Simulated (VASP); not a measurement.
GaAs, 2 atoms in the cell. The structure is cubic, space group F-43m (No. 216). Conventional cell: a = 5.663 Å, b = 5.663 Å, c = 5.663 Å, α = 90.00°, β = 90.00°, γ = 90.00°. Ga (site symmetry -43m) is surrounded by 4 As at 2.45 Å. As (site symmetry -43m) has 4 Ga at 2.45 Å as nearest neighbours. 

* Program: VASP 6.6.1
* Task: band structure
* Functional: PBE
* Potentials or basis: VASP PAW PBE potentials, release 64 (Ga_d, As)
* Cutoff: 520 eV
* k mesh: 10 × 10 × 10
* Occupations: gaussian, width 0.03 eV
* Spin: spin-orbit coupling, no magnetisation
* Further INCAR settings: ALGO = Normal; EDIFF = 1e-06

Potentials or basis: VASP PAW PBE potentials, release 64 (Ga_d, As).

Launch:

```console
$ cat potpaw_PBE.64/Ga_d/POTCAR potpaw_PBE.64/As/POTCAR > POTCAR
$ mpirun -np 4 vasp_ncl > vasp.out
```

Hardware: 4 MPI ranks on Intel(R) Xeon(R) 6975P-C (Granite Rapids), on a shared host.

Question: Estimate the wall time of this run.

Answer: Wall time 88 s on 4 MPI ranks on Intel(R) Xeon(R) 6975P-C (Granite Rapids), on a shared host, peak memory 0.41 GiB a rank. Counts: scf iterations 40, k points 73.
